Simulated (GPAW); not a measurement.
# Hf2S (P6_3/mmc) in GPAW: reference runs

Aim: a first look at Hf2S with PBEsol, on the cell as given.

Program: GPAW 26.7.0. These are calculated values, not measurements. Logs are shortened: lines on timing, memory, paths and dates and some standing lists are left out, and cuts for length are marked. The log counts tension as positive stress, the text compression.

### 1 The crystal as given

Symmetry: P6_3/mmc, No. 194, hexagonal system. The conventional cell has a = 3.374 Å, b = 3.374 Å, c = 11.717 Å, α = 90.00°, β = 90.00°, γ = 120.00°. Around Hf (site symmetry 3m) lie 3 S at 2.62 Å. S (site symmetry -6m2) has 6 Hf at 2.62 Å as nearest neighbours.

The cell comes from a database or a generator and needn't be the stable form of this composition.

### 2 Single point, PBEsol

run.py

```python
from ase import Atoms
from ase.dft.bandgap import bandgap
from ase.io import write
from ase.units import Bohr, GPa
from gpaw import GPAW, PW, setup_paths
from gpaw.elf import elf_from_dft_calculation

setup_paths.insert(0, '.')

atoms = Atoms(['Hf', 'Hf', 'Hf', 'Hf', 'S', 'S'],
              cell=[[3.3742737662, 0.0, 0.0],
                    [-1.6871368831, 2.9222068008, 0.0],
                    [0.0, 0.0, 11.71740703]],
              scaled_positions=[[0.3333333333, 0.6666666667, 0.10018836],
                                [0.6666666667, 0.3333333333, 0.60018836],
                                [0.3333333333, 0.6666666667, 0.39981164],
                                [0.6666666667, 0.3333333333, 0.89981164],
                                [0.0, 0.0, 0.25],
                                [0.0, 0.0, 0.75]],
              pbc=True)

calc = GPAW(mode=PW(600),
            xc='PBEsol',
            kpts={'size': (9, 9, 3), 'gamma': True},
            occupations={'name': 'fermi-dirac', 'width': 0.05},
            nbands=54,
            convergence={'density': 1e-05, 'energy': 1e-05},
            maxiter=150,
            txt='gpaw.txt')
atoms.calc = calc
energy = atoms.get_potential_energy()
forces = atoms.get_forces()
stress = atoms.get_stress()
calc.write('gs.gpw')
write('result.traj', atoms)
print(f'Energy: {energy:.6f} eV')
print('Forces (eV/A):')
print(forces.round(4))
print('Stress (GPa):', (stress / GPa).round(3))
print('Fermi level:', round(calc.get_fermi_level(), 4), 'eV')
print(f'Gap: {bandgap(calc)[0]:.4f} eV, direct: {bandgap(calc, direct=True)[0]:.4f} eV')

# fields on the real-space grid
write('density.cube', atoms, data=calc.get_pseudo_density() * Bohr**3)
write('potential.cube', atoms, data=calc.get_electrostatic_potential())
write('elf.cube', atoms, data=elf_from_dft_calculation(calc).data)
```

Potentials or basis: PAW data sets generated in the run's folder for this functional, pw.

Run with:

```console
$ gpaw-setup -f PBEsol Hf S
$ OMP_NUM_THREADS=1 python run.py
```

gpaw.txt:

```text
__  _  _
 | _ |_)|_||  |
 |__||  | ||/\| - 26.7.0

Input parameters:
  mode=PW(ecut=600.0),
  convergence={'density': 1e-05, 'energy': 1e-05},
  kpts=MonkhorstPack(size=(9, 9, 3), gamma=True),
  maxiter=150,
  nbands=54,
  occupations=Occupations(name='fermi-dirac', width=0.05),
  xc=XC(name='PBEsol')

Diagonalizing LCAO Hamiltonian
Converting LCAO to pw mode

            Hf

       S

            Hf

         Hf

       S
         Hf

Atoms  # Å, Bohr magnetons
|   | symbol |         x |        y |         z |    initial magnetic moments |
|---|--------|-----------|----------|-----------|-----------------------------|
| 0 |     Hf | -0.000000 | 1.948138 |  1.173948 | ( 0.0000,  0.0000,  0.0000) |
| 1 |     Hf |  1.687137 | 0.974069 |  7.032651 | ( 0.0000,  0.0000,  0.0000) |
| 2 |     Hf | -0.000000 | 1.948138 |  4.684756 | ( 0.0000,  0.0000,  0.0000) |
| 3 |     Hf |  1.687137 | 0.974069 | 10.543459 | ( 0.0000,  0.0000,  0.0000) |
| 4 |      S |  0.000000 | 0.000000 |  2.929352 | ( 0.0000,  0.0000,  0.0000) |
| 5 |      S |  0.000000 | 0.000000 |  8.788055 | ( 0.0000,  0.0000,  0.0000) |

Unit cell  # Å
| periodic |         x |        y |         z |   lengths |     angles |
|----------|-----------|----------|-----------|-----------|------------|
|      yes |  3.374274 | 0.000000 |  0.000000 |  3.374274 |  90.000000 |
|      yes | -1.687137 | 2.922207 |  0.000000 |  3.374274 |  90.000000 |
|      yes |  0.000000 | 0.000000 | 11.717407 | 11.717407 | 120.000000 |

Number of symmetries: 12
Symmetry operations  # r_c * U_cc + t_c -> r_c
|    | kind |            matrix            |
|----|------|------------------------------|
|  0 |  σ   |  1, 1, 0,  0,-1, 0,  0, 0, 1 |
|  1 |  S6  |  1, 1, 0, -1, 0, 0,  0, 0,-1 |
|  2 |  E   |  1, 0, 0,  0, 1, 0,  0, 0, 1 |
|  3 |  C2  |  1, 0, 0, -1,-1, 0,  0, 0,-1 |
|  4 |  C2  |  0, 1, 0,  1, 0, 0,  0, 0,-1 |
|  5 |  C3  |  0, 1, 0, -1,-1, 0,  0, 0, 1 |
|  6 |  S6  |  0,-1, 0,  1, 1, 0,  0, 0,-1 |
|  7 |  σ   |  0,-1, 0, -1, 0, 0,  0, 0, 1 |
|  8 |  σ   | -1, 0, 0,  1, 1, 0,  0, 0, 1 |
|  9 |  i   | -1, 0, 0,  0,-1, 0,  0, 0,-1 |
| 10 |  C3  | -1,-1, 0,  1, 0, 0,  0, 0, 1 |
| 11 |  C2  | -1,-1, 0,  0, 1, 0,  0, 0,-1 |

BZ-sampling:
  Number of BZ points: 243
  Number of IBZ points: 31

  Monkhorst-Pack size: [9, 9, 3]
  Monkhorst-Pack shift: [0, 0, 0]

K-points  # in reciprocal-cell coordinates
|     |                                coordinates |     weight |
|-----|--------------------------------------------|------------|
|   0 | (  0.00000000,   0.00000000,   0.00000000) | 0.00411523 |
|   1 | (  0.00000000,   0.00000000,   0.33333333) | 0.00823045 |
|   2 | (  0.11111111,   0.00000000,  -0.33333333) | 0.02469136 |
|   3 | (  0.11111111,   0.00000000,   0.00000000) | 0.02469136 |
|   4 | (  0.11111111,   0.00000000,   0.33333333) | 0.02469136 |
|   5 | (  0.22222222,  -0.11111111,   0.00000000) | 0.02469136 |
|   6 | (  0.22222222,  -0.11111111,   0.33333333) | 0.04938272 |
|   7 | (  0.22222222,   0.00000000,  -0.33333333) | 0.02469136 |
|   8 | (  0.22222222,   0.00000000,   0.00000000) | 0.02469136 |
|   9 | (  0.22222222,   0.00000000,   0.33333333) | 0.02469136 |
| ... |                                            |            |
|  30 | (  0.44444444,   0.44444444,   0.33333333) | 0.04938272 |

Plane wave coefficients: 3875
Cutoff: 600.0 eV

Spin-components: 1 (collinear spins)
Bands:           54
Projectors:      34
Spin-degeneracy: 2
Datatype:        complex128

Parallelization:
  kpt:    1
  domain: 1
  band:   1

Density:
  Valence electrons: 60.0
  Components: 1
  Grid points: [20 20 70]
  Charge: 0.0  # |e|

Potential:
  Grid points: [20 20 70]

species:
  Hf:
    name:    Hafnium
    Z:       72.0
    valence: 12
    core:    60
    charge:  0.0  # [|e|]
    compensation charges:
      type: gauss
      rc: 0.41  # [Å]
      lmax: 2
    cutoffs:
      filter: 2.36  # [Å]
      core: 4.02  # [Å]
    projectors
    | kind |    occ | energy [eV] | rcut [Å] |
    |------|--------|-------------|----------|
    |   5s |  2.000 |     -66.855 |    1.397 |
    |   6s |  2.000 |      -5.120 |    1.397 |
    |   5p |  6.000 |     -35.615 |    1.307 |
    |   6p |  0.000 |      -1.375 |    1.307 |
    |   5d |  2.000 |      -2.724 |    1.334 |
    |    d |        |      24.487 |    1.334 |

    Using partial waves for Hf as LCAO basis

  S:
    name:    Sulfur
    Z:       16.0
    valence: 6
    core:    10
    charge:  0.0  # [|e|]
    compensation charges:
      type: gauss
      rc: 0.24  # [Å]
      lmax: 2
    cutoffs:
      filter: 1.77  # [Å]
      core: 1.66  # [Å]
    projectors
    | kind |    occ | energy [eV] | rcut [Å] |
    |------|--------|-------------|----------|
    |   3s |  2.000 |     -17.192 |    0.974 |
    |   3p |  4.000 |      -6.978 |    0.979 |
    |    s |        |      10.020 |    0.974 |
    |    p |        |      20.234 |    0.979 |
    |    d |        |       0.000 |    0.900 |

    Using partial waves for S as LCAO basis

Reference energy: -1660729.899929  # eV

eigensolver:
  PPCG
  Converge bands: occupied
  niter=2

density mixing:
  MSR1-Mixer
  Pratt-step length: 0.05
  Maximum mixing coefficient: 0.75
  Old densities: 10
  SVD Regularization: 0.005
  Good broyden scale: 1.0
  Trust region scale: 1.0
  Backstep threshold: 4.0
  History deletion threshold: 6.0
  Fourier metric: weight=20.0, sigma=0.015

occupation numbers:
  Fermi-Dirac:
    width: 0.0500  # eV

poisson solver:
  ecut: 4800.0  # eV

xc functional:
  name: PBEsol with 2 nearest neighbor stencil

convergence criteria:
- Maximum integral of absolute [dens]ity change: 1e-05 electrons / valence electron
- Maximum [total energy] change in last 3 cyles: 1e-05 eV / valence electron
- Maximum integral of absolute [eigenst]ate change: 4e-08 eV^2 / valence electron
maximum number of iterations: 150

SCF iterations
|iter     | |      energy | eigst |  dens |
|---------|-|-------------|-------|-------|
|iter:   1| |  -48.418962 | +0.08 |       |
|iter:   2| |  -48.354921 | -1.50 | -1.21 |
|iter:   3| |  -47.927654 | -1.55 | -1.25 |
|iter:   4| |  -47.710249 | -1.96 | -1.56 |
|iter:   5| |  -47.685082 | -2.63 | -1.90 |
|iter:   6| |  -47.684502 | -3.75 | -2.38 |
|iter:   7| |  -47.684573c| -5.11 | -3.18 |
|iter:   8| |  -47.684578c| -6.31 | -3.73 |
|iter:   9| |  -47.684584c| -7.12 | -4.36 |
|iter:  10| |  -47.684578c| -7.48c| -4.00 |
|iter:  11| |  -47.684578c| -8.33c| -5.18c|

Converged in 11 steps
Energy contributions relative to reference atoms: (reference = -1660729.899929)

Energy contributions:
  Kinetic:          35.222596
  Coulomb:         -35.128297
  Zero:             -1.783812
  External:          0.000000
  Xc:              -45.983076
  Entropy:          -0.023980
  Spinorbit:         0.000000
  ----------------------------
  Free energy:     -47.696567
  Extrapolated:    -47.684578

dipole moment: (-10.787217, -18.684008, -0.000193)  # |e|*Ang

Fermi level: 10.441
Eigenvalues  # (at kpt = [0.000, 0.000, 0.000])
| band index |      eig [eV] | occ [0-2] |
|------------|---------------|-----------|
|          0 |       -51.670 |     2.000 |
|        ... |               |           |
|         21 |         6.948 |     2.000 |
|         22 |         6.948 |     2.000 |
|         23 |         7.133 |     2.000 |
|         24 |         7.133 |     2.000 |
|         25 |         7.354 |     2.000 |
|         26 |         8.837 |     2.000 |
[... 8 lines left out ...]
|         35 |        12.255 |     0.000 |
|         36 |        12.255 |     0.000 |
|        ... |               |           |
|         53 |        20.806 |     0.000 |

No gap
No difference between direct/indirect transitions

Forces  # eV/Ang
|        x |        y |        z |
|----------|----------|----------|
| -0.00000 |  0.00000 |  0.14717 |  # Hf   0
| -0.00000 |  0.00000 |  0.14719 |  # Hf   1
|  0.00000 |  0.00000 | -0.14719 |  # Hf   2
| -0.00000 |  0.00000 | -0.14717 |  # Hf   3
|  0.00000 | -0.00000 | -0.00022 |  # S    4
| -0.00000 |  0.00000 |  0.00022 |  # S    5

Stress tensor  # eV/Ang^3
|        x |         y |         z |
|----------|-----------|-----------|
| 0.017698 |  0.000000 |  0.000000 |
| 0.000000 |  0.017698 | -0.000000 |
| 0.000000 | -0.000000 |  0.011051 |

# Writing to gs.gpw (mode='')
```

Wall time 84 s (1 thread of Intel Xeon Platinum 8375C at 2.90GHz (Ice Lake), shared host); peak memory 0.32 GiB.

Results:

```
Free energy            : -47.6966 eV
Pressure               : -2.5 GPa
Largest force          : 0.147 eV/Å
Band gap on the k mesh : none (metal or under the smearing width)
```

Forces on the atoms (eV/Å):
```
Hf   0.000  0.000  0.147
Hf   0.000  0.000  0.147
Hf   0.000  0.000 -0.147
Hf   0.000  0.000 -0.147
S    0.000  0.000  0.000
S    0.000  0.000  0.000
```
